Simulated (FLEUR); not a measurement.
## Al: equation of state with PBEsol

**The experiment to reproduce.**

From “The interpretation of polycrystalline coherent inelastic neutron scattering from aluminium”, 2013, pmc:3831299, for a bulk crystal of Al: bulk modulus 76.9 GPa.

Al:

```
Al
1.0
     0.00000    2.02481    2.02481
     2.02481    0.00000    2.02481
     2.02481    2.02481    0.00000
Al
1
Cartesian
  0.0000 0.0000 0.0000
```

```yaml
Program: FLEUR MaX-R8.1 (later development tree)
Task: equation of state
Functional: PBEsol
Potentials_or_basis: all-electron
Basis: FLAPW
Kmax: 4.1 1/bohr
k_mesh: 11 × 11 × 11
Occupations: fermi-dirac, width 0.05 eV
Spin: no spin polarisation
Gmax: 12.7 1/bohr
Muffin-tin_radii: Al 2.45 bohr
lmax: Al 10
Local_orbitals_a_species: Al 4
```

```yaml
Equilibrium_volume: 16.21 Å³/atom
Bulk_modulus: 83 GPa
Pressure_derivative_of_the_bulk_modulus: "4.4 (rough: it moves with the points fitted)"
```

Energy against volume, from the lowest point:
```
volume (Å³/atom)  energy (meV/atom)
          15.607               4.97
          15.939               0.00
          16.603               1.22
          17.267              14.88
          17.599              25.56
```

A measured bulk modulus of Al is 76.9 GPa (quoted in “The interpretation of polycrystalline coherent inelastic neutron scattering from aluminium”, 2013, pmc:3831299); the calculated 83 GPa misses it by +8.1 %. The fit is for a static lattice scaled at fixed shape and fixed fractional positions. The cell as given is a measured one (16.60 Å³/atom); PBEsol puts the equilibrium volume -2.4 % from it, thermal expansion not counted.
